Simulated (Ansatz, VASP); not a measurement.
# Zn in VASP and in Ansatz

INCAR

```
SYSTEM = Zn
ALGO = Normal
EDIFF = 1E-6
ENCUT = 520
GGA = PE
ISIF = 2
ISMEAR = -1
LASPH = .TRUE.
LCHARG = .FALSE.
LREAL = .FALSE.
LWAVE = .FALSE.
NBANDS = 19
NELM = 60
PREC = Accurate
SIGMA = 0.1
```

File KPOINTS:

```
k-points
0
G
  11 11 11
  0 0 0
```

POSCAR

```
Zn
1.0
    0.0000000000      2.8325910061      2.8325910061
    2.8325910061      0.0000000000      2.8325910061
    2.8325910061      2.8325910061      0.0000000000
Zn
2
Direct
    0.1250000000      0.1250000000      0.1250000000
    0.8750000000      0.8750000000      0.8750000000
```

Input for Ansatz:

```yaml
crystal:
  lattice:
    - [0.0, 2.8325910061, 2.8325910061]
    - [2.8325910061, 0.0, 2.8325910061]
    - [2.8325910061, 2.8325910061, 0.0]
  atoms:
    - { symbol: Zn, position: [0.125, 0.125, 0.125] }
    - { symbol: Zn, position: [0.875, 0.875, 0.875] }
hamiltonian:
  xc: pbe
  pseudopotentials:
    kind: paw
    azcp:
      Zn: "pseudopotentials/Zn.paw.azcp"
basis:
  ecutwfc: 420
  fft_grid_basis: typed
kpoints:
  mp_grid: { grid: [11, 11, 11], shift: [0, 0, 0] }
magnetization:
  spin_polarized: false
scf:
  occupations: { method: fermi_dirac, width: 0.1 }
  lower_state_search: "off"
output:
  stress: true
```

Alike in both runs: task single point; functional PBE; k mesh 11 × 11 × 11; occupations fermi-dirac, width 0.1 eV; no spin polarisation.

```csv
,VASP,Ansatz
version,VASP 6.6.1,Ansatz 0.2.0
potentials or method,"VASP PAW PBE potentials, release 64 (Zn)","plane waves (420 eV) with PAW, scalar-relativistic"
plane-wave cutoff (eV),520,420
valence electrons in the cell,24,24
```

|  | VASP | Ansatz | Ansatz less VASP |
| --- | --- | --- | --- |
| pressure (GPa) | 2.9 | 2.7 | -0.19 |
